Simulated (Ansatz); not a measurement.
Write the native input for Ansatz 0.2.0 that does the following.

```yaml
Task: band structure
Functional: revPBE
Potentials_or_basis: all-electron LAPW, scalar-relativistic
Cutoff: 316 eV (chosen from the basis error)
Basis_error_allowed: 0.001 eV/atom
k_mesh: 8 × 8 × 8
Occupations: fermi-dirac, width 0.05 eV
Spin: no spin polarisation
```

The system is GaAs.

```
As Ga
1.0
     0.00000    2.82685    2.82685
     2.82685    0.00000    2.82685
     2.82685    2.82685    0.00000
As Ga
1 1
Direct
  0.75000 0.75000 0.75000
  0.00000 0.00000 0.00000
```

The input as run:

input.yaml

```yaml
crystal:
  lattice:
    - [0.0, 2.82685, 2.82685]
    - [2.82685, 0.0, 2.82685]
    - [2.82685, 2.82685, 0.0]
  atoms:
    - { symbol: As, position: [0.75, 0.75, 0.75] }
    - { symbol: Ga, position: [0.0, 0.0, 0.0] }
kpoints:
  mp_grid: { grid: [8, 8, 8] }
  band_path:
    path:
      - [0.0, 0.0, 0.0]
      - [0.5, 0.0, 0.5]
      - [0.5, 0.25, 0.75]
      - [0.375, 0.375, 0.75]
      - [0.0, 0.0, 0.0]
      - [0.5, 0.5, 0.5]
      - [0.625, 0.25, 0.625]
      - [0.5, 0.25, 0.75]
    npoints: 12
scf:
  occupations: { method: fermi_dirac, width: 0.05 }
hamiltonian:
  xc: revpbe
  pseudopotentials: { kind: all_electron, lapw: { basis_error: 0.001 } }
output:
  forces: true
  stress: true
  eigenvalues: true
```

Potentials or basis: all-electron LAPW, scalar-relativistic.

Command:

```bash
$ ansatz run input.yaml --threads 1 --pin off --max-ram 3072MiB --backend cpu --events-out ev --progress --plain --runs-dir out
```

It gave:

```json
{
  "Pressure": "4.7 GPa",
  "Band gap on the k mesh": "0.62 eV, direct",
  "Band gap along the path": "0.62 eV, direct"
}
```

It took 48 s on 1 thread of Intel(R) Xeon(R) Processor @ 2.50GHz (Skylake/Cascade Lake), on a shared host, peak memory 0.32 GiB.
